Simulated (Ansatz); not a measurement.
**Response to strain in InN**

The reference is InN in the zinc blende structure (space group F-43m, No. 216; a = 5.049 Å). Axes: x, y, z lie along the cube axes.

Strains are applied to the cell and any free atomic positions relax; under biaxial strain the out-of-plane vector relaxes too; under stress the whole cell relaxes.

Method: PBE (Ansatz, a program for electronic structure), spin-orbit coupling left out.

Notes on the quantities. pressure: mean of the normal stresses, compression positive.

```json
[
 {"case": "base", "pressure": "0.0 GPa", "space group": "F-43m (No. 216)", "volume per atom": "16.09 Å³"},
 {"case": "biaxial strain −0.74 %, plane normal [001], relaxed out of plane", "pressure": "0.7 GPa", "space group": "I-4m2 (No. 119)", "volume per atom": "___"},
 {"case": "biaxial strain −3.74 %, plane normal [110], relaxed out of plane", "pressure": "5.7 GPa", "space group": "Imm2 (No. 44)", "volume per atom": "15.38 Å³"},
 {"case": "biaxial strain +3.64 %, plane normal [111], relaxed out of plane", "pressure": "-5.4 GPa", "space group": "R3m (No. 160)", "volume per atom": "16.91 Å³"},
 {"case": "isotropic strain −1.30 %", "pressure": "___", "space group": "F-43m (No. 216)", "volume per atom": "15.47 Å³"},
 {"case": "isotropic strain +4.40 %", "pressure": "-11.5 GPa", "space group": "F-43m (No. 216)", "volume per atom": "18.31 Å³"},
 {"case": "tensor shear ε_xy = −0.77 %", "pressure": "0.0 GPa", "space group": "Imm2 (No. 44)", "volume per atom": "16.09 Å³"},
 {"case": "uniaxial stress, 0.5 GPa compression along z", "pressure": "–", "space group": "I-4m2 (No. 119)", "volume per atom": "___"},
 {"case": "uniaxial stress, 3 GPa compression along z", "pressure": "–", "space group": "I-4m2 (No. 119)", "volume per atom": "___"},
 {"case": "tensor shear ε_xz = +2.90 %", "pressure": "0.0 GPa", "space group": "Imm2 (No. 44)", "volume per atom": "16.08 Å³"}
]
```

### Question
Complete the table.

### Answer

- biaxial strain −0.74 %, plane normal [001], relaxed out of plane, volume per atom: 16.00 Å³
- isotropic strain −1.30 %, pressure: 5.2 GPa
- uniaxial stress, 0.5 GPa compression along z, volume per atom: 16.07 Å³
- uniaxial stress, 3 GPa compression along z, volume per atom: 15.93 Å³

The mesh was chosen for an insulator and is coarse for the gapless case. Stability under load was not tested beyond the relaxation. All final runs are without spin polarisation. This is not the structure that InN has at room temperature and ambient pressure.
